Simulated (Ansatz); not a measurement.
BeS (NiAs type), 4 atoms and 16 valence electrons in a cell of about 50 Å³, was run 18 times in the PAW code Ansatz, each time on 2 threads of Arm Neoverse V1, with other jobs on the host. The times are single readings and vary with the host's load.

```csv
run,k mesh,irreducible k,cutoff (eV),plane waves,bands,SCF iterations,wall time,peak host memory (GiB)
"relaxation, PBE",12×12×6,76,420,977,12,45,?,?
"relaxation, r2SCAN",12×12×4,57,500,1243,12,15,9.4 s,0.46
"bands, PBE",12×12×6,76,420,977,13,6,?,?
"single point, r2SCAN",12×12×6,76,500,1243,13,6,4.6 s,0.44
"single point, HSE06",6×6×4,21,420,977,13,12,36 s,0.97
"single point, PBE0",6×6×4,21,420,977,13,11,35 s,0.97
"single point, LDA",12×12×6,76,420,977,13,7,?,?
"G0W0, PBE, 147 empty bands, 120 eV",6×6×4,21,420,977,12,6,?,?
"relaxation, PBEsol",12×12×4,57,420,965,12,21,4.2 s,0.33
"Γ phonons, PBEsol",9×9×4,95,420,965,12,9,34 s,0.6
"field response, r2SCAN",9×9×4,95,500,1243,12,11,?,?
"field response, PBE",9×9×4,95,420,977,12,10,24 s,0.53
"G0W0, PBE, 367 empty bands, 220 eV",6×6×4,21,420,977,12,6,?,?
"single point, DDH-PBE0",6×6×4,21,420,977,13,9,57 s,1.1
"relaxation, LDA",12×12×4,57,420,941,12,27,?,?
"relaxation, HSE06",6×6×4,21,420,965,12,59,?,?
"single point, LC-ωPBE",6×6×4,21,420,977,13,11,20 s,1.2
"single point, r2SCAN0",6×6×4,21,500,1243,13,15,?,?
```

(1) What time and memory did the runs marked ? need?

## Answers

(1)

| run | wall time | peak host memory (GiB) |
| --- | --- | --- |
| G0W0, PBE, 367 empty bands, 220 eV | 7.7 min | 0.98 |
| bands, PBE | 2.3 s | 0.32 |
| single point, r2SCAN0 | 48 s | 1.2 |
| relaxation, PBE | 9.6 s | 0.34 |
| relaxation, LDA | 4.6 s | 0.32 |
| field response, r2SCAN | 70 s | 0.88 |
| G0W0, PBE, 147 empty bands, 120 eV | 63 s | 0.42 |
| relaxation, HSE06 | 61 s | 1 |
| single point, LDA | 1.9 s | 0.31 |
